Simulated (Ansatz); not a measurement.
**CuO (Tenorite) under changes of volume**

One of the cells (10.135 Å³/atom); the others are scaled copies at fixed shape and fractional positions:

```
CELL_PARAMETERS angstrom
2.34185 -1.71130 0.00000
2.34185 1.71130 0.00000
-0.85003 0.00000 5.05787
ATOMIC_POSITIONS crystal
Cu 0.50000 0.00000 0.50000
Cu 0.00000 0.50000 0.00000
O 0.41840 0.58160 0.75000
O 0.58160 0.41840 0.25000
```

- Program: Ansatz 0.2.0
- Functional: r2SCAN
- Potentials or basis: Ansatz PAW
- Cutoff: 500 eV (not typed: the program's choice for these potentials)
- k mesh: 10 × 10 × 5
- Occupations: fermi-dirac, width 0.05 eV
- Spin: no spin polarisation

```csv
volume (Å³/atom),energy over the lowest point (meV/atom),pressure (GPa),largest force (eV/Å)
9.527,18.11,11.6,0.069
9.730,6.53,6.8,0.147
9.932,0.69,2.5,0.219
10.135,0.00,-1.3,0.285
10.338,3.89,-4.7,0.346
10.540,11.87,-7.8,0.402
10.743,?,?,?
```

What does the run at 10.743 Å³/atom give?

Energy over the lowest point 23.51 meV/atom; pressure -10.5 GPa; largest force 0.453 eV/Å.

Worked out: A Birch-Murnaghan fit of order 3 (a polynomial in V^(-2/3)) to the other rows has its minimum at 10.06 Å³/atom with B0 = V·E''(V) = 187 GPa and B' = 4.5 at fixed shape and positions, which overstates the stiffness. It gives 23.58 meV/atom at 10.743 Å³/atom, against the run's 23.51, and -dE/dV = -10.6 GPa, against -10.5.

Energies are extrapolated to zero smearing.

Caveats: the run has no spin polarisation, though such a crystal can be magnetic; the PAW data sets come from PBE, with cores solved anew for the run's functional, which leaves a small shift of forces and pressure.
